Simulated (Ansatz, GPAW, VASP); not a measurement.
# One calculation of C, 3 ways

```xyz
2
Lattice="0.0000 1.7834 1.7834 1.7834 0.0000 1.7834 1.7834 1.7834 0.0000" Properties=species:S:1:pos:R:3 pbc="T T T"
C     2.6751    2.6751    2.6751
C     1.7834    1.7834    1.7834
```

Alike in all runs: task single point; functional PBE; k mesh 13 × 13 × 13; occupations gaussian, width 0.03 eV; no spin polarisation; no spin-orbit coupling. Pressure is positive in compression and, in plane waves, holds the error of the finite cutoff.

```tsv
program and potentials	plane-wave cutoff (eV)	notes	pressure (GPa)
GPAW, GPAW PAW data sets (gpaw-data 1.2.1)	800	-	1.42
VASP, PBE PAW files C, 520 eV	520	-	2.46
Ansatz, all-electron LAPW, scalar-relativistic	-	-	1.75
```

The pressure spans 1.42 (GPAW, GPAW PAW data sets (gpaw-data 1.2.1)) to 2.46 GPa (VASP, PBE PAW files C, 520 eV), with all-electron results at 1.75.

The functional is the same throughout but for its coding, so the spread measures potentials, basis and numerics; runs on potential files found faulty are left out.

All three calculations give a positive pressure, so this diamond cell is slightly smaller than the one PBE would choose at equilibrium. That fits the functional's known tendency to make covalent bonds a little too long, since the cell lies close to the measured lattice parameter. Diamond's short, directional sp³ bonds make it exceptionally stiff, so even a very small mismatch in volume appears as a pressure on the gigapascal scale. For the same reason, the spread between 1.42 and 2.46 GPa corresponds to only a minute difference in equilibrium lattice parameter.

The all-electron value lies nearer to GPAW than to VASP. An incomplete plane-wave basis normally lowers the calculated pressure, because expansion at a fixed number of plane waves reduces the effective cutoff. The higher VASP value therefore runs against the expected sign of that error and probably reflects the PAW potential more than the lower cutoff. The sign of the residual stress is well supported, but a single volume gives neither the equilibrium lattice parameter nor the bulk modulus directly.
